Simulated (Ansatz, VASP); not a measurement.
This is a calculation of Y for Ansatz 0.2.0.

File input.yaml:

```yaml
crystal:
  lattice:
    - [0.0, 2.5519910612, 2.5519910612]
    - [2.5519910612, 0.0, 2.5519910612]
    - [2.5519910612, 2.5519910612, 0.0]
  atoms:
    - { symbol: "Y", position: [0.0, 0.0, 0.0] }
kpoints:
  mp_grid: { grid: [4, 4, 4] }
scf:
  occupations: { method: fermi_dirac, width: 0.02 }
hamiltonian:
  xc: pbe
  pseudopotentials: { kind: all_electron, lapw: { basis_error: 0.002 } }
output:
  forces: true
  stress: true
  eigenvalues: true
```

Potentials or basis: all-electron LAPW, scalar-relativistic.

The run is started by

```bash
$ ansatz run input.yaml --threads 1 --pin off --max-ram 2560MiB --backend cpu --events-out ev --progress --plain --runs-dir out
```

Task: Set up the same calculation for VASP 6.6.1. Potentials there: VASP PAW PBE potentials, release 64 (Y_sv).

Result: As run (the cutoff follows the program's own potentials):

Contents of INCAR:

```
SYSTEM = Y
ALGO = Fast
EDIFF = 1E-7
ENCUT = 520
GGA = PE
ISIF = 2
ISMEAR = -1
LASPH = .TRUE.
LCHARG = .FALSE.
LREAL = .FALSE.
LWAVE = .FALSE.
NBANDS = 12
NELM = 60
PREC = Accurate
SIGMA = 0.02
```

File KPOINTS:

```
k-points
0
G
  4 4 4
  0 0 0
```

File POSCAR:

```
Y
1.0
    0.0000000000      2.5519910612      2.5519910612
    2.5519910612      0.0000000000      2.5519910612
    2.5519910612      2.5519910612      0.0000000000
Y
1
Direct
    0.0000000000      0.0000000000      0.0000000000
```

Potentials or basis: VASP PAW PBE potentials, release 64 (Y_sv).

The run is started by

```console
$ cat potpaw_PBE.64/Y_sv/POTCAR > POTCAR
$ mpirun -np 1 vasp_std > vasp.out
```

Both were run:

|  | VASP | Ansatz | Ansatz less VASP |
| --- | --- | --- | --- |
| gap on the k mesh at the Fermi level (eV) | none | none | - |
| pressure (GPa) | -0.6 | -0.5 | +0.11 |

A gap of «none» marks a metal or a gap that the smearing closes. Ansatz ran all-electron here, so the differences hold the error of VASP's frozen core and of both bases.

Caveats: the k mesh is coarse (spacing up to 0.53 Å⁻¹), so the values aren't converged.
